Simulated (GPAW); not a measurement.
Two runs for the P K edge of atom 1 in BP (F-43m). Run A: GPAW, LDA, full core hole (charged cell), 12-atom cell with 5.6 Å between holes, 5×5×5 k points, dipole transitions, Gaussian full width 0.9 eV up to 4 eV, rising linearly to 3.5 eV at 25 eV. Run B differs in one choice.

Energy from the lowest empty level; intensity scaled to a mean of 1 over the first 20 eV:

| E (eV) | A | B |
| --- | --- | --- |
| -2.0 | 0.00 | 0.00 |
| -1.4 | 0.00 | 0.00 |
| -0.8 | 0.00 | 0.00 |
| -0.2 | 0.04 | 0.03 |
| 0.4 | 0.24 | 0.20 |
| 1.0 | 0.61 | 0.51 |
| 1.6 | 1.09 | 0.92 |
| 2.2 | 1.46 | 1.28 |
| 2.8 | 1.66 | 1.50 |
| 3.4 | 1.96 | 1.72 |
| 4.0 | 1.80 | 1.89 |
| 4.6 | 1.35 | 1.44 |
| 5.2 | 1.07 | 1.07 |
| 5.8 | 1.04 | 0.98 |
| 6.4 | 1.03 | 0.98 |
| 7.0 | 1.03 | 0.98 |
| 7.6 | 0.97 | 0.98 |
| 8.2 | 0.90 | 0.92 |
| 8.8 | 0.80 | 0.86 |
| 9.4 | 0.69 | 0.78 |
| 10.0 | 0.61 | 0.68 |
| 10.6 | 0.57 | 0.61 |
| 11.2 | 0.57 | 0.56 |
| 11.8 | 0.63 | 0.54 |
| 12.4 | 0.70 | 0.57 |
| 13.0 | 0.78 | 0.62 |
| 13.6 | 0.93 | 0.68 |
| 14.2 | 1.21 | 0.79 |
| 14.8 | 1.57 | 1.03 |
| 15.4 | 1.81 | 1.41 |
| 16.0 | 1.71 | 1.78 |
| 16.6 | 1.33 | 1.89 |
| 17.2 | 0.91 | 1.67 |
| 17.8 | 0.63 | 1.25 |
| 18.4 | 0.51 | 0.86 |
| 19.0 | 0.48 | 0.63 |
| 19.6 | 0.47 | 0.53 |
| 20.2 | 0.47 | 0.49 |
| 20.8 | 0.46 | 0.49 |
| 21.4 | 0.46 | 0.48 |
| 22.0 | 0.46 | 0.48 |
| 22.6 | 0.46 | 0.48 |
| 23.2 | 0.46 | 0.47 |
| 23.8 | 0.47 | 0.47 |
| 24.4 | 0.47 | 0.47 |
| 25.0 | 0.48 | 0.47 |
| 25.6 | 0.48 | 0.47 |

Question: What was changed?
a) the k mesh of the spectrum
b) the plane-wave cutoff
c) the size of the supercell
d) the volume of the cell

(d): run B changes the volume scale from 1 to 0.94. The scaled spectrum changes by 24 % r.m.s. A shift of +0.6 eV leaves 15 %. The highest intensity below 16 eV goes from 3.6 eV (1.99) to 3.8 eV (1.92). Other settings could leave a like mark; this is the one that was changed.

[Hosts, paths, dates, database ids (printed as entryN), source tags and the programs' standing remarks are cut or masked in the printed files.]

[Lists of maxima count a maximum above −3 eV only where it reaches 4 % of the highest in the window and stands out from its surroundings by 2 % of it (1.5 % where it reaches 55 %); shoulders and weaker maxima are passed over, and of the rest the first, up to two pre-edge ones and the few strongest are named.]
